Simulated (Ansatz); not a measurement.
**Au (bcc type): how the settings move a single-point run**

Question: which choices in the input matter for Au (bcc type)?

Computed with Ansatz 0.2.0 (reference: DFT, PBE, PAW with other files of Ansatz's library (core large), scalar-relativistic, unless a step's input says otherwise).

1 further run of the same task is left out (it didn't finish).

## Step 1: The starting structure

It takes space group Im-3m (No. 229, cubic). The conventional cell has a = 3.302 Å, b = 3.302 Å, c = 3.302 Å, α = 90.00°, β = 90.00°, γ = 90.00°. Au (site symmetry m-3m) is surrounded by 8 Au at 2.86 Å.

Coordinates:

```cif
data_structure
_symmetry_space_group_name_H-M 'Im-3m'
_symmetry_Int_Tables_number 229
_cell_length_a 3.3020
_cell_length_b 3.3020
_cell_length_c 3.3020
_cell_angle_alpha 90.000
_cell_angle_beta 90.000
_cell_angle_gamma 90.000
_cell_volume 36.00
loop_
_atom_site_label
_atom_site_type_symbol
_atom_site_symmetry_multiplicity
_atom_site_Wyckoff_symbol
_atom_site_fract_x
_atom_site_fract_y
_atom_site_fract_z
_atom_site_occupancy
Au1 Au 2 a 0.00000 0.00000 0.00000 1
```

## Step 2: Baseline

The input, input.yaml:

```yaml
crystal:
  lattice:
    - [-1.6509971092, 1.6509971092, 1.6509971092]
    - [1.6509971092, -1.6509971092, 1.6509971092]
    - [1.6509971092, 1.6509971092, -1.6509971092]
  atoms:
    - { symbol: Au, position: [0.0, 0.0, 0.0] }
kpoints:
  mp_grid: { grid: [16, 16, 16] }
scf:
  occupations: { method: fermi_dirac, width: 0.08 }
hamiltonian:
  xc: pbe
  pseudopotentials: { kind: paw, core: large }
output:
  forces: true
  stress: true
  eigenvalues: true
```

On the command line:

```sh
> ansatz run input.yaml --threads 1 --pin off --max-ram 2048MiB --backend cpu --events-out ev --progress --plain --runs-dir out
```

## Step 3: Changed: ecutwfc 14.7 Ry

Edit input.yaml of step 2 so:

```diff
@@ -18 +18,3 @@
   eigenvalues: true
+basis:
+  ecutwfc: "14.7 Ry"
```

What does the calculation give? Wanted: for each run, ending; energy change; pressure; gap; force.

The runs gave:

```tsv
run	ending	energy change	pressure (GPa)	gap (eV)	force (eV/Å)	cycles	time
reference	converged	0	-0.1	0.00	0.00	6	1.9 s
1: ecutwfc 14.7 Ry	converged	+6.43 eV/atom	-7.1	0.00	0.00	6	1.1 s
```

Residual by cycle in the longest SCF loop of each run; runs are numbered as in the table. The quantity is the density residual dr2, in eV.

```tsv
cycle	reference	run 1
1	0.906	3.25
2	0.0267	0.0897
3	0.00316	0.0116
4	1.2e-5	2.8e-5
5	7.7e-8	1.3e-7
6	6.7e-9	7.0e-10
```

**Reading.** Changing the cutoff moves the energy by +6.43 eV/atom, and the pressure goes from -0.1 to -7.1 GPa. The log warns that the cutoff is under what these potentials recommend, so the shift is basis error. Cost: 1.1 s against 1.9 s. Run 1 ran under the cutoff that the potentials recommend, as the log warns, so basis error is mixed into its values.
